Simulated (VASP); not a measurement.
# Ni (Fm-3m) in VASP: further runs

One crystal, Ni, is run at these levels: r2SCAN; tasks: relaxation of cell and atoms, electrostatic potential.

Program: VASP 6.6.1. These are calculated values, not measurements. Logs are shortened: lines on timing, memory, paths and dates and some standing lists are left out, and cuts for length are marked.

## 1. Starting point

Symmetry: Fm-3m, No. 225, cubic system. Conventional cell: a = 3.470 Å, b = 3.470 Å, c = 3.470 Å, α = 90.00°, β = 90.00°, γ = 90.00°. Around Ni (site symmetry m-3m) lie 12 Ni at 2.45 Å.

The cell was built by a generator and needn't be a form met in nature.

## 2. Relaxation of cell and atoms, r2SCAN, collinear spin, ferromagnetic start

INCAR

```
SYSTEM = Ni
PREC = Accurate
ENCUT = 600
EDIFF = 1E-6
ISMEAR = 1
SIGMA = 0.1
LREAL = .False.
LASPH = .True.
NELM = 120
ALGO = Normal
ISIF = 3
LWAVE = .False.
LCHARG = .False.
ISPIN = 2
MAGMOM = 0.7
LORBIT = 11
LMAXMIX = 4
METAGGA = R2SCAN
LMIXTAU = .True.
IBRION = 2
NSW = 40
EDIFFG = -0.005
```

KPOINTS

```
Automatic mesh
0
Gamma
  20 20 20
  0 0 0
```

POSCAR

```
Ni
1.0
    0.0000000000      1.7350000000      1.7350000000
    1.7350000000      0.0000000000      1.7350000000
    1.7350000000      1.7350000000      0.0000000000
Ni
1
Direct
    0.0000000000      0.0000000000      0.0000000000
```

Potentials or basis: VASP PAW PBE potentials, release 64 (Ni).

Launch:

```bash
cat potpaw_PBE.64/Ni/POTCAR > POTCAR
mpirun -np 1 vasp_std > vasp.out
```

OUTCAR:

```text
SYSTEM = Ni
   PREC = Accurate
   ENCUT = 600
   EDIFF = 1E-6
   ISMEAR = 1
   LREAL = .False.
   LASPH = .True.
   NELM = 120
   ISIF = 3
   ISPIN = 2
   LORBIT = 11
   METAGGA = R2SCAN
   IBRION = 2
   NSW = 40
   EDIFFG = -0.005

 ion  position               nearest neighbor table
   1  0.000  0.000  0.000-

  LATTYP: Found a face centered cubic cell.
 ALAT       =     3.4700000000

  Lattice vectors:

 A1 = (   0.0000000000,   1.7350000000,   1.7350000000)
 A2 = (   1.7350000000,   0.0000000000,   1.7350000000)
 A3 = (   1.7350000000,   1.7350000000,   0.0000000000)

Analysis of symmetry for initial positions (statically):
=====================================================================
 Subroutine PRICEL returns:
 Original cell was already a primitive cell.

 Routine SETGRP: Setting up the symmetry group for a
 face centered cubic supercell.

 Subroutine GETGRP returns: Found 48 space group operations
 (whereof 48 operations were pure point group operations)
 out of a pool of 48 trial point group operations.

The static configuration has the point symmetry O_h .

Analysis of symmetry for dynamics (positions and initial velocities):
=====================================================================
 Subroutine PRICEL returns:
 Original cell was already a primitive cell.

 Routine SETGRP: Setting up the symmetry group for a
 face centered cubic supercell.

 Subroutine GETGRP returns: Found 48 space group operations
 (whereof 48 operations were pure point group operations)
 out of a pool of 48 trial point group operations.

The dynamic configuration has the point symmetry O_h .

Analysis of structural, dynamic, and magnetic symmetry:
=====================================================================
 Subroutine PRICEL returns:
 Original cell was already a primitive cell.

 Routine SETGRP: Setting up the symmetry group for a
 face centered cubic supercell.

 Subroutine GETGRP returns: Found 48 space group operations
 (whereof 48 operations were pure point group operations)
 out of a pool of 48 trial point group operations.

The overall configuration has the point symmetry O_h .

 Subroutine INISYM returns: Found 48 space group operations
 (whereof 48 operations are pure point group operations),
 and found     1 'primitive' translations

----------------------------------------------------------------------------------------

                                     Primitive cell

  volume of cell :      10.4455
[... 107 lines left out ...]
     AMIX_MAG =   1.60;   BMIX_MAG =  1.00
  volume/ion in A,a.u.               =      10.45        70.49
  Fermi-wavevector in a.u.,A,eV,Ry     =   1.613487  3.049047 35.420576  2.603339
  Thomas-Fermi vector in A             =   2.708548
   LORBIT       =     11    0 simple, 1 ext, 2 COOP (PROOUT), +10 PAW based schemes
   METAGGA = R2SCAN    functional components
   LHFCALC =     F    Hartree Fock is set to
   AEXX    =    0.0000 exact exchange contribution
   IVDW    =     0    specifies the selected vdW correction
   LEPSILON=     F    determine dielectric tensor
   LRPA    =     F    only Hartree local field effects (RPA)
 conjugate gradient relaxation of ions
 spin polarized calculation
 Methfessel and Paxton  Order N= 1 SIGMA  =   0.10
  energy-cutoff  :      600.00
  volume of cell :       10.45
 maximum number of plane-waves:       360
   NGX =  9   NGY =  9   NGZ =  9

--------------------------------------- Ionic step        1  -------------------------------------------

 number of electron      10.0000000 magnetization       0.7000000

 number of electron       9.9999997 magnetization       0.7258386

 Free energy of the ion-electron system (eV)
  ---------------------------------------------------
  ext. energy  EPLUGINS =         0.00000000
  ---------------------------------------------------
  free energy    TOTEN  =       -11.94211152 eV

  energy without entropy =      -11.94173810  energy(sigma->0) =      -11.94198704

------------------------ aborting loop because EDIFF is reached ----------------------------------------

  FORCE on cell =-STRESS in cart. coord.  units (eV):
  Direction    XX          YY          ZZ          XY          YZ          ZX
  --------------------------------------------------------------------------------------
  -------------------------------------------------------------------------------------
  Total        0.0979837      0.0979837      0.0979837      0.0000000     -0.0000000      0.0000000
  in kB       15.0291965     15.0291965     15.0291965      0.0000000     -0.0000000      0.0000000
  external PRESSURE =      15.0291965 kB  Pullay stress =       0.0000000 kB
[... 162 lines left out ...]
--------------------------------------- Ionic step        6  -------------------------------------------

 number of electron      10.0000001 magnetization       0.7337121

 Free energy of the ion-electron system (eV)
  ---------------------------------------------------
  ext. energy  EPLUGINS =         0.00000000
  ---------------------------------------------------
  free energy    TOTEN  =       -11.94256656 eV

  energy without entropy =      -11.94224063  energy(sigma->0) =      -11.94245791

 E-fermi :   9.7938     XC(G=0): -14.6139

 val. band max:        9.7936019623   @ k =  -0.4000   0.0500   0.0000
 cond. band min:       9.7948316200   @ k =   0.4500   0.4000   0.0000
 fundamental gap:      0.0012296577
 Fermi energy:         9.7937596898

 spin component 1

 k-point     1 :       0.0000    0.0000    0.0000
  band No.  band energies     occupation
      1       0.1436      1.00000
      2       6.7498      1.00000
      3       6.7498      1.00000
      4       6.7498      1.00000
      5       8.0953      1.00000
      6       8.0953      1.00000
      7      34.6187      0.00000
      8      39.0329      0.00000
      9      39.0330      0.00000
[... 265 lines left out ...]
 k-point    24 :      -0.3500    0.0500    0.0000
  band No.  band energies     occupation
      1       4.0471      1.00000
      2       6.8893      1.00000
      3       6.9503      1.00000
      4       7.1882      1.00000
      5       8.3893      1.00000
      6       8.7855      1.00000
      7      19.3589      0.00000
      8      32.5547      0.00000
      9      35.2020      0.00000

 [... further k-points ...]

 spin component 2

 k-point     1 :       0.0000    0.0000    0.0000
  band No.  band energies     occupation
      1      -0.1089      1.00000
      2       8.0935      1.00000
      3       8.0935      1.00000
      4       8.0935      1.00000
      5       8.8583      1.00000
      6       8.8584      1.00000
      7      34.3642      0.00000
      8      39.1451      0.00000
      9      39.1452      0.00000
[... 304 lines left out ...]
  FREE ENERGIE OF THE ION-ELECTRON SYSTEM (eV)
  ---------------------------------------------------
  free  energy   TOTEN  =       -11.9425665559 eV

  energy  without entropy=      -11.9422406259  energy(sigma->0) =      -11.94245791

 reached required accuracy - stopping structural energy minimisation

 total charge

# of ion       s       p       d       tot
------------------------------------------
    1        0.529   0.550   8.326   9.405

 magnetization (x)

# of ion       s       p       d       tot
------------------------------------------
    1       -0.010  -0.043   0.805   0.752
```

Wall time 9.1 min (1 thread of Intel Xeon Platinum 8375C at 2.90GHz (Ice Lake), shared host); peak memory 0.19 GiB.

Results:

```yaml
Free_energy: -11.9426 eV
Relaxed_volume: 10.53 Å³/atom
Relaxed_cell: a = 2.460 Å, b = 2.460 Å, c = 2.460 Å, α = 60.00°, β = 60.00°, γ = 60.00°
Space_group_after_relaxing_to_0.05_Å: Fm-3m (No. 225)
Energy_gained_by_relaxing: 0.5 meV/atom
Ionic_steps: 6
Pressure_after_relaxing: 0.1 GPa
Band_gap_on_the_k_mesh: none (metal or under the smearing width)
Net_moment: 0.73 μB per cell
Site_moments: Ni +0.75 μB
Valence_electrons_inside_the_program's_atomic_spheres: Ni 9.40
```

The path:
```
step  energy change (eV)  largest force (eV/Å)  pressure (GPa)  volume (Å³)
   1              0.0000                0.0000            1.50        10.45
   2             -0.0002                0.0000           -1.27        10.59
   3             -0.0005                0.0000           -0.15        10.53
   4             -0.0005                0.0000            0.26        10.53
   5             -0.0005                0.0000           -0.11        10.53
   6             -0.0005                0.0000            0.06        10.53
```

Final structure:
```cif
data_structure
_symmetry_space_group_name_H-M 'P 1'
_symmetry_Int_Tables_number 1
_cell_length_a 2.4601
_cell_length_b 2.4601
_cell_length_c 2.4601
_cell_angle_alpha 60.000
_cell_angle_beta 60.000
_cell_angle_gamma 60.000
_cell_volume 10.53
loop_
_atom_site_label
_atom_site_type_symbol
_atom_site_fract_x
_atom_site_fract_y
_atom_site_fract_z
_atom_site_occupancy
Ni1 Ni 0.00000 0.00000 0.00000 1
```

Caveat: the PAW data sets were made with another functional, which shifts forces and pressure a little.

## 3. Electrostatic potential, r2SCAN, collinear spin, ferromagnetic start

This run uses another cell than the first one, of 10.53 Å³/atom, 1.008 times its volume.

INCAR

```
SYSTEM = Ni
PREC = Accurate ; ENCUT = 520
EDIFF = 1E-6 ; ISMEAR = 1
SIGMA = 0.1 ; LREAL = .False.
LASPH = .True. ; NELM = 150
ALGO = Normal ; ISIF = 2
LWAVE = .False. ; LCHARG = .True.
ISPIN = 2 ; MAGMOM = 0.7
LORBIT = 11 ; LMAXMIX = 4
METAGGA = R2SCAN ; LMIXTAU = .True.
LVHAR = .True.
```

KPOINTS

```
regular mesh
0
Gamma
  20 20 20
  0 0 0
```

POSCAR

```
Ni                                      
1.0
   -0.0000000000      1.7395706650      1.7395706650
    1.7395706650     -0.0000000000      1.7395706650
    1.7395706650      1.7395706650      0.0000000000
  Ni            
     1
Direct
     0.0000000000000000    0.0000000000000000    0.0000000000000000
```

Potentials or basis: VASP PAW PBE potentials, release 64 (Ni).

Launch:

```bash
cat potpaw_PBE.64/Ni/POTCAR > POTCAR
mpirun -np 1 vasp_std > vasp.out
```

It took 2.3 min on 1 thread of Intel Xeon Platinum 8375C at 2.90GHz (Ice Lake), shared host; peak memory 0.16 GiB.

The run converged. Its results:

```yaml
Free_energy: -11.9423 eV
Pressure: 0.0 GPa
Band_gap_on_the_k_mesh: none (metal or under the smearing width)
Net_moment: 0.73 μB per cell
Site_moments: Ni +0.75 μB
Valence_electrons_inside_the_program's_atomic_spheres: Ni 9.40
```

Levels at points of the mesh, in eV from the Fermi level:
Spin up:
```
           k point  band 1  band 2  band 3  band 4  band 5  band 6  band 7  band 8  band 9
(0.00, 0.00, 0.00)   -9.65   -3.04   -3.04   -3.04   -1.70   -1.70   24.83   29.24   29.24
(0.50, 0.00, 0.00)   -5.48   -2.97   -2.97   -1.07   -1.07   -0.47    5.87   23.25   26.23
(0.50, 0.50, 0.00)   -5.28   -4.90   -0.99   -0.99   -0.95    2.50    9.63   15.72   15.72
```
Spin down:
```
           k point  band 2  band 3  band 4  band 5  band 6  band 7
(0.00, 0.00, 0.00)   -1.70   -1.70   -1.70   -0.94   -0.94   24.57
(0.50, 0.00, 0.00)   -2.04   -2.04   -0.69    0.18    0.18    6.58
(0.50, 0.50, 0.00)   -3.86   -0.15    0.56    0.56    2.25    9.99
```

Caveat: the PAW data sets were made with another functional, which shifts forces and pressure a little.
